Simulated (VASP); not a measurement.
# AlN (Fm-3m) in VASP: further runs, part 2 of 2

VASP 6.6.1.

### 3 Relaxation of cell and atoms, PBE

File INCAR:

```
PREC = Accurate ; ENCUT = 600
EDIFF = 1E-7 ; ISMEAR = 0
SIGMA = 0.03 ; LREAL = False
LASPH = True ; NELM = 80
ALGO = Normal ; ISIF = 3
LWAVE = False ; LCHARG = False
GGA = PE ; IBRION = 2
NSW = 90 ; EDIFFG = -0.005
```

File KPOINTS:

```
Automatic mesh
0
Gamma
  12 12 12
```

File POSCAR:

```
AlN                                     
1.0
    0.0000000000      2.0345180000      2.0345180000
    2.0345180000      0.0000000000      2.0345180000
    2.0345180000      2.0345180000      0.0000000000
  Al              N             
     1     1
Direct
     0.5000000000000000    0.5000000000000000    0.5000000000000000
     0.0000000000000000    0.0000000000000000    0.0000000000000000
```

Potentials or basis: VASP PAW PBE potentials, release 64 (Al, N).

The run is started by

```
cat potpaw_PBE.64/Al/POTCAR potpaw_PBE.64/N/POTCAR > POTCAR
mpirun -np 1 vasp_std > vasp.out
```

OUTCAR:

```text
PREC = Accurate
   ENCUT = 600
   EDIFF = 1E-7
   ISMEAR = 0
   LREAL = False
   LASPH = True
   NELM = 80
   ISIF = 3
   GGA = PE
   IBRION = 2
   NSW = 90
   EDIFFG = -0.005

 ion  position               nearest neighbor table
   1  0.500  0.500  0.500-   2 2.03   2 2.03   2 2.03   2 2.03   2 2.03   2 2.03
   2  0.000  0.000  0.000-   1 2.03   1 2.03   1 2.03   1 2.03   1 2.03   1 2.03

  LATTYP: Found a face centered cubic cell.
 ALAT       =     4.0690360000

  Lattice vectors:

 A1 = (   0.0000000000,   2.0345180000,   2.0345180000)
 A2 = (   2.0345180000,   0.0000000000,   2.0345180000)
 A3 = (   2.0345180000,   2.0345180000,   0.0000000000)

Analysis of symmetry for initial positions (statically):
=====================================================================
 Subroutine PRICEL returns:
 Original cell was already a primitive cell.

 Routine SETGRP: Setting up the symmetry group for a
 face centered cubic supercell.

 Subroutine GETGRP returns: Found 48 space group operations
 (whereof 48 operations were pure point group operations)
 out of a pool of 48 trial point group operations.

The static configuration has the point symmetry O_h .

Analysis of symmetry for dynamics (positions and initial velocities):
=====================================================================
 Subroutine PRICEL returns:
 Original cell was already a primitive cell.

 Routine SETGRP: Setting up the symmetry group for a
 face centered cubic supercell.

 Subroutine GETGRP returns: Found 48 space group operations
 (whereof 48 operations were pure point group operations)
 out of a pool of 48 trial point group operations.

The dynamic configuration has the point symmetry O_h .

 Subroutine INISYM returns: Found 48 space group operations
 (whereof 48 operations are pure point group operations),
 and found     1 'primitive' translations

----------------------------------------------------------------------------------------

                                     Primitive cell

  volume of cell :      16.8428

  direct lattice vectors                    reciprocal lattice vectors
     0.000000000  2.034518000  2.034518000    -0.245758455  0.245758455  0.245758455
     2.034518000  0.000000000  2.034518000     0.245758455 -0.245758455  0.245758455
     2.034518000  2.034518000  0.000000000     0.245758455  0.245758455 -0.245758455

  length of vectors
     2.877242948  2.877242948  2.877242948     0.425666130  0.425666130  0.425666130

  position of ions in fractional coordinates (direct lattice)
     0.500000000  0.500000000  0.500000000
     0.000000000  0.000000000  0.000000000

  ion indices of the primitive-cell ions
   primitive index   ion index
                 1           1
                 2           2

----------------------------------------------------------------------------------------

 KPOINTS: Automatic mesh

Automatic generation of k-mesh.
 Grid dimensions read from file:
 generate k-points for:   12   12   12

 Generating k-lattice:

  Cartesian coordinates                     Fractional coordinates (reciprocal lattice)
[... 47 lines left out ...]
   ions per type =               1   1
   NGX,Y,Z   is equivalent  to a cutoff of  13.87, 13.87, 13.87 a.u.
   NGXF,Y,Z  is equivalent  to a cutoff of  27.73, 27.73, 27.73 a.u.
 SYSTEM =  unknown system
   PREC   = accura    normal or accurate (medium, high low for compatibility)
   ISTART =      0    job   : 0-new  1-cont  2-samecut
   ICHARG =      2    charge: 1-file 2-atom 10-const
   ISPIN  =      1    spin polarized calculation?
   LNONCOLLINEAR =      F non collinear calculations
   LSORBIT =      F    spin-orbit coupling
   LASPH  =      T    aspherical Exc in radial PAW
   ENCUT  =  600.0 eV  44.10 Ry    6.64 a.u.   5.75  5.75  5.75*2*pi/ulx,y,z
   NELM   =     80;   NELMIN=  2; NELMDL= -5     # of ELM steps
   EDIFF  = 0.1E-06   stopping-criterion for ELM
   LREAL  =      F    real-space projection
   EDIFFG = -.5E-02   stopping-criterion for IOM
   NSW    =     90    number of steps for IOM
   IBRION =      2    ionic relax: 0-MD 1-quasi-New 2-CG
   NFREE  =      1    steps in history (QN), initial steepest desc. (CG)
   ISIF   =      3    stress and relaxation
   ISYM   =      2    0-nonsym 1-usesym 2-fastsym
   POTIM  = 0.5000    time-step for ionic-motion
   TEBEG  =    0.0;   TEEND  =   0.0 temperature during run
   PSTRESS=    0.0 pullay stress
   NELECT =       8.0000    total number of electrons
   NUPDOWN=      -1.0000    fix difference up-down
   EMIN   =  10.00;   EMAX   =-10.00  energy-range for DOS
   EFERMI =   0.00;   METHOD = LEGACY
   ISMEAR =     0;   SIGMA  =   0.03  broadening in eV -4-tet -1-fermi 0-gaus
   EFERMI_NEDOS =   21; number of points for ismear=-14 and -15
   IALGO  =     38    algorithm
   IMIX   =      4    mixing-type and parameters
     AMIX     =   0.40;   BMIX     =  1.00
     AMIX_MAG =   1.60;   BMIX_MAG =  1.00
  volume/ion in A,a.u.               =       8.42        56.83
  Fermi-wavevector in a.u.,A,eV,Ry     =   1.277321  2.413786 22.198561  1.631548
  Thomas-Fermi vector in A             =   2.409927
   LORBIT       =      0    0 simple, 1 ext, 2 COOP (PROOUT), +10 PAW based schemes
   GGA     = PE    functional components
   LHFCALC =     F    Hartree Fock is set to
   AEXX    =    0.0000 exact exchange contribution
   IVDW    =     0    specifies the selected vdW correction
   LEPSILON=     F    determine dielectric tensor
   LRPA    =     F    only Hartree local field effects (RPA)
 conjugate gradient relaxation of ions
 non-spin polarized calculation
 Gauss-broadening in eV      SIGMA  =   0.03
  energy-cutoff  :      600.00
  volume of cell :       16.84
 maximum number of plane-waves:       588
   NGX = 11   NGY = 11   NGZ = 11

--------------------------------------- Ionic step        1  -------------------------------------------

 number of electron       7.9999999 magnetization

 Free energy of the ion-electron system (eV)
  ---------------------------------------------------
  ext. energy  EPLUGINS =         0.00000000
  ---------------------------------------------------
  free energy    TOTEN  =       -14.54768091 eV

  energy without entropy =      -14.54768091  energy(sigma->0) =      -14.54768091

------------------------ aborting loop because EDIFF is reached ----------------------------------------

  FORCE on cell =-STRESS in cart. coord.  units (eV):
  Direction    XX          YY          ZZ          XY          YZ          ZX
  --------------------------------------------------------------------------------------
  -------------------------------------------------------------------------------------
  Total       -0.0151009     -0.0151009     -0.0151009      0.0000000      0.0000000     -0.0000000
  in kB       -1.4364751     -1.4364751     -1.4364751      0.0000000      0.0000000     -0.0000000
  external PRESSURE =      -1.4364751 kB  Pullay stress =       0.0000000 kB
[... 59 lines left out ...]
--------------------------------------- Ionic step        3  -------------------------------------------

 number of electron       7.9999999 magnetization

 Free energy of the ion-electron system (eV)
  ---------------------------------------------------
  ext. energy  EPLUGINS =         0.00000000
  ---------------------------------------------------
  free energy    TOTEN  =       -14.54768554 eV

  energy without entropy =      -14.54768554  energy(sigma->0) =      -14.54768554

 E-fermi :   9.9057     XC(G=0): -12.1993

 val. band max:        9.7257298340   @ k =   0.0000   0.0000   0.0000
 cond. band min:      14.1549839258   @ k =   0.5000   0.5000   0.0000
 fundamental gap:      4.4292540918
 Fermi energy:         9.9056754757

 k-point     1 :       0.0000    0.0000    0.0000
  band No.  band energies     occupation
      1      -7.6612      2.00000
      2       9.7257      2.00000
      3       9.7257      2.00000
      4       9.7257      2.00000
      5      15.1408      0.00000
      6      21.8330      0.00000
      7      21.8330      0.00000
      8      21.8330      0.00000
[... 243 lines left out ...]
 k-point    24 :      -0.4167    0.1667    0.0000
  band No.  band energies     occupation
      1      -4.2134      2.00000
      2       2.1322      2.00000
      3       6.7434      2.00000
      4       8.3491      2.00000
      5      17.1077      0.00000
      6      19.0361      0.00000
      7      21.6222      0.00000
      8      22.2720      0.00000

 [... further k-points ...]

------------------------ aborting loop because EDIFF is reached ----------------------------------------

  FORCE on cell =-STRESS in cart. coord.  units (eV):
  Direction    XX          YY          ZZ          XY          YZ          ZX
  --------------------------------------------------------------------------------------
  -------------------------------------------------------------------------------------
  Total        0.0007385      0.0007385      0.0007385      0.0000000      0.0000000     -0.0000000
  in kB        0.0702941      0.0702941      0.0702941      0.0000000      0.0000000     -0.0000000
  external PRESSURE =       0.0702941 kB  Pullay stress =       0.0000000 kB
[... 17 lines left out ...]
  FREE ENERGIE OF THE ION-ELECTRON SYSTEM (eV)
  ---------------------------------------------------
  free  energy   TOTEN  =       -14.5476855434 eV

  energy  without entropy=      -14.5476855434  energy(sigma->0) =      -14.54768554

 reached required accuracy - stopping structural energy minimisation
```

OSZICAR:

```text
N       E                     dE             d eps       ncg     rms          rms(c)
DAV:   1     0.111123252106E+02    0.11112E+02   -0.45699E+03  1160   0.103E+03
DAV:   2    -0.158271710900E+02   -0.26939E+02   -0.25861E+02  1592   0.148E+02
DAV:   3    -0.162750553379E+02   -0.44788E+00   -0.44788E+00  1376   0.238E+01
DAV:   4    -0.162761429575E+02   -0.10876E-02   -0.10876E-02  1664   0.109E+00
[... 15 lines left out ...]
DAV:   5    -0.145476821968E+02    0.10222E-07   -0.96692E-09   592   0.108E-03
   2 F= -.14547682E+02 E0= -.14547682E+02  d E =-.128490E-05
       N       E                     dE             d eps       ncg     rms          rms(c)
DAV:   1    -0.145476906962E+02   -0.84892E-05   -0.13385E-04  1240   0.110E-01    0.157E-02
DAV:   2    -0.145476855434E+02    0.51528E-05   -0.24619E-05  1296   0.369E-02    0.361E-03
DAV:   3    -0.145476855434E+02    0.46612E-11   -0.49864E-07  1352   0.728E-03
   3 F= -.14547686E+02 E0= -.14547686E+02  d E =-.463151E-05
```

CONTCAR:

```text
AlN
   1.00000000000000
     0.0000000000000000    2.0341110558013624    2.0341110558013624
     2.0341110558013624   -0.0000000000000000    2.0341110558013624
     2.0341110558013624    2.0341110558013624   -0.0000000000000000
  Al              N
     1     1
Direct
     0.5000000000000000    0.5000000000000000    0.5000000000000000
     0.0000000000000000    0.0000000000000000    0.0000000000000000

  0.00000000E+00  0.00000000E+00  0.00000000E+00
  0.00000000E+00  0.00000000E+00  0.00000000E+00
```

Run time: 12 s. Hardware: 1 thread of Intel Xeon Platinum 8488C (Sapphire Rapids), shared host; peak memory 0.14 GiB.

Results:

```
Free energy                            : -14.5477 eV
Relaxed volume                         : 8.42 Å³/atom
Relaxed cell                           : a = 2.877 Å, b = 2.877 Å, c = 2.877 Å, α = 60.00°, β = 60.00°, γ = 60.00°
Space group after relaxing (to 0.05 Å) : Fm-3m (No. 225)
Energy gained by relaxing              : 0.0 meV/atom
Ionic steps                            : 3
Pressure after relaxing                : 0.0 GPa
Band gap on the k mesh                 : 4.43 eV, indirect (least direct gap 5.42 eV)
```

Final structure:
```
Al N
1.0
     0.00000    2.03411    2.03411
     2.03411    0.00000    2.03411
     2.03411    2.03411    0.00000
Al N
1 1
Direct
  0.50000 0.50000 0.50000
  0.00000 0.00000 0.00000
```

A k mesh can miss the band edges. A hybrid or GW would open this gap; PBE tends to underestimate it.
